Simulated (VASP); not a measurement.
Write the native input for VASP 6.6.1 that does the following.

| Item | Value |
| --- | --- |
| Task | band structure |
| Functional | PBEsol0 |
| Potentials or basis | VASP PAW PBE potentials, release 64 (Se, Li_sv) |
| Cutoff | 520 eV |
| k mesh | 4 × 4 × 4 |
| Occupations | fermi-dirac, width 0.05 eV |
| Spin | no spin polarisation |
| Grid for exact exchange (PRECFOCK) | Normal |
| Exchange at q = 0 | truncated |
| Further INCAR settings | ALGO = Normal; EDIFF = 1e-06; NBANDS = 13 |

The system is Li2Se.

```xyz
3
Lattice="0.0000 3.0025 3.0025 3.0025 0.0000 3.0025 3.0025 3.0025 0.0000" Properties=species:S:1:pos:R:3 pbc="T T T"
Se    0.0000    0.0000    0.0000
Li    4.5038    4.5038    4.5038
Li    1.5012    1.5012    1.5012
```

The input as run:

POSCAR

```
Li2Se
1.0
    0.0000000000      3.0025000000      3.0025000000
    3.0025000000      0.0000000000      3.0025000000
    3.0025000000      3.0025000000      0.0000000000
Se Li
1 2
Direct
    0.0000000000      0.0000000000      0.0000000000
    0.7500000000      0.7500000000      0.7500000000
    0.2500000000      0.2500000000      0.2500000000
```

INCAR.step1

```
PREC = Accurate ; ENCUT = 520
EDIFF = 1E-5 ; ISMEAR = -1
SIGMA = 0.05 ; LREAL = F
LASPH = T ; NELM = 100
ALGO = Normal ; ISIF = 2
LWAVE = T ; LCHARG = F
NBANDS = 13 ; GGA = PE
```

INCAR.step2

```
PREC = Accurate ; ENCUT = 520
EDIFF = 1E-6 ; ISMEAR = -1
SIGMA = 0.05 ; LREAL = F
LASPH = T ; NELM = 100
ALGO = Normal ; ISIF = 2
LWAVE = F ; LCHARG = F
GGA = PS ; LHFCALC = T
AEXX = 0.25 ; PRECFOCK = Normal
NBANDS = 13 ; ISTART = 1
HFRCUT = -1
```

KPOINTS

```
Automatic mesh
0
Gamma
  4 4 4
```

KPOINTS_OPT

```
path GXWKGLUWLK,UX
12
line-mode
reciprocal
 0.0000000000  0.0000000000  0.0000000000  G
 0.5000000000  0.0000000000  0.5000000000  X

 0.5000000000  0.0000000000  0.5000000000  X
 0.5000000000  0.2500000000  0.7500000000  W

 0.5000000000  0.2500000000  0.7500000000  W
 0.3750000000  0.3750000000  0.7500000000  K

 0.3750000000  0.3750000000  0.7500000000  K
 0.0000000000  0.0000000000  0.0000000000  G

 0.0000000000  0.0000000000  0.0000000000  G
 0.5000000000  0.5000000000  0.5000000000  L

 0.5000000000  0.5000000000  0.5000000000  L
 0.6250000000  0.2500000000  0.6250000000  U

 0.6250000000  0.2500000000  0.6250000000  U
 0.5000000000  0.2500000000  0.7500000000  W

 0.5000000000  0.2500000000  0.7500000000  W
 0.5000000000  0.5000000000  0.5000000000  L

 0.5000000000  0.5000000000  0.5000000000  L
 0.3750000000  0.3750000000  0.7500000000  K

 0.6250000000  0.2500000000  0.6250000000  U
 0.5000000000  0.0000000000  0.5000000000  X
```

Potentials or basis: VASP PAW PBE potentials, release 64 (Se, Li_sv).

Launch:

```sh
$ cat potpaw_PBE.64/Se/POTCAR potpaw_PBE.64/Li_sv/POTCAR > POTCAR
$ cp INCAR.step1 INCAR
$ mpirun -np 1 vasp_std > vasp.out
$ cp INCAR.step2 INCAR
$ mpirun -np 1 vasp_std > vasp.out
```

Results of the run:

```json
{
  "Band gap on the k mesh": "4.41 eV, indirect (least direct gap 4.93 eV)",
  "Band gap along the path": "4.41 eV, indirect (least direct gap 4.93 eV)"
}
```

Caveat: the k mesh is coarse (spacing up to 0.45 Å⁻¹), so the values aren't converged, least of all with exact exchange.

It took 34 min on 1 thread of Intel(R) Xeon(R) Platinum 8559C (Emerald Rapids) (shared host), peak memory 0.18 GiB.
